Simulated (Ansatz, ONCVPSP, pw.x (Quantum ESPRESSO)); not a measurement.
## pw.x on bcc Be: one setting changed

Potential: optimised norm-conserving Vanderbilt (ONCV), ONCVPSP 4.0.1.1 (patched build), PBE; core [He], reference 2s2; waves: 2s: rc 2.10 bohr, ncon 4, nbas 7, qcut 3.7 1/bohr, 2 projectors, debl 3.1 Ha; p scattering state at 0.22 Ha: rc 2.35 bohr, ncon 4, nbas 7, qcut 3 1/bohr, 1 projector; d scattering state at 0.16 Ha: rc 2.20 bohr, ncon 5, nbas 8, qcut 4.5 1/bohr, 2 projectors, debl 3.7 Ha; local part: polynomial inside 1.90 bohr (lpopt 5, dvloc0 3 Ha); core correction: Teter function, fcfact 3, rcfact 1.98. In the p channel the program set the typed energies aside and used 0.050 Ha.

The reference run (k-mesh 18³, cutoffs 50/200 Ry, Fermi–Dirac 0.01 Ry, mixing_beta 0.4, conv_thr 1e-9, no spin) gives -1.78 GPa at 7.821 Å³/atom, where all-electron LAPW gives 0.04 GPa. This run, with its own iteration cap, changes conv_thr to 1e-12.

```
&control
  calculation='scf', prefix='x', pseudo_dir='./', outdir='./tmp', tstress=.true., disk_io='none'
/
&system
  ibrav=0, nat=1, ntyp=1, ecutwfc=50, ecutrho=200, nbnd=8,
  occupations='smearing', smearing='fd', degauss=0.01
/
&electrons
  conv_thr=1e-12, mixing_beta=0.4, electron_maxstep=50
/
ATOMIC_SPECIES
Be 1.0 Be.UPF
CELL_PARAMETERS angstrom
  -1.25045317 1.25045317 1.25045317
  1.25045317 -1.25045317 1.25045317
  1.25045317 1.25045317 -1.25045317
ATOMIC_POSITIONS crystal
Be 0.0000 0.0000 0.0000
K_POINTS automatic
18 18 18 0 0 0
```

```bash
pw.x < Be.scf.in > Be.scf.out
```

Question: How does the run end?

Answer: It converges in 6 iterations; the free energy moves by +0.0 meV/atom and the pressure by +0.00 GPa. The result is that of the reference run.

```
Message from routine setup:
     using ibrav=0 with symmetry is DISCOURAGED, use correct ibrav instead
     lattice parameter (alat)  =       4.0929  a.u.
     unit-cell volume          =      52.7787 (a.u.)^3
     number of electrons       =         2.00
     number of Kohn-Sham states=            8
     kinetic-energy cutoff     =      50.0000  Ry
     charge density cutoff     =     200.0000  Ry
     scf convergence threshold =      1.0E-12
     Exchange-correlation= PBE
     number of k points=   195  Fermi-Dirac smearing, width (Ry)=  0.0100
     iteration #  1     ecut=    50.00 Ry     beta= 0.40
     total energy              =      -2.54325271 Ry
     estimated scf accuracy    <       0.00048432 Ry
     iteration #  2     ecut=    50.00 Ry     beta= 0.40
     total energy              =      -2.54328034 Ry
     estimated scf accuracy    <       0.00016746 Ry
     iteration #  3     ecut=    50.00 Ry     beta= 0.40
     total energy              =      -2.54328463 Ry
     estimated scf accuracy    <       0.00000022 Ry
     iteration #  4     ecut=    50.00 Ry     beta= 0.40
     total energy              =      -2.54328466 Ry
     estimated scf accuracy    <          9.1E-10 Ry
     iteration #  5     ecut=    50.00 Ry     beta= 0.40
     total energy              =      -2.54328466 Ry
     estimated scf accuracy    <          1.1E-11 Ry
     iteration #  6     ecut=    50.00 Ry     beta= 0.40
     the Fermi energy is     9.0394 ev
!    total energy              =      -2.54328466 Ry
     estimated scf accuracy    <          8.3E-13 Ry
     smearing contrib. (-TS)   =      -0.00063581 Ry
     The total energy is F=E-TS. E is the sum of the following terms:
     one-electron contribution =       2.09278374 Ry
     hartree contribution      =       0.00234418 Ry
     xc contribution           =      -1.55761437 Ry
     ewald contribution        =      -3.08016240 Ry
     convergence has been achieved in   6 iterations
          total   stress  (Ry/bohr**3)                   (kbar)     P=      -17.81
     Message from routine punch:
     Nothing written, as per user request (disk_io='none')
```

The run took about 3.6 s on one core of a shared host (Neoverse-V2, 96 threads, 742 GiB, load 71).
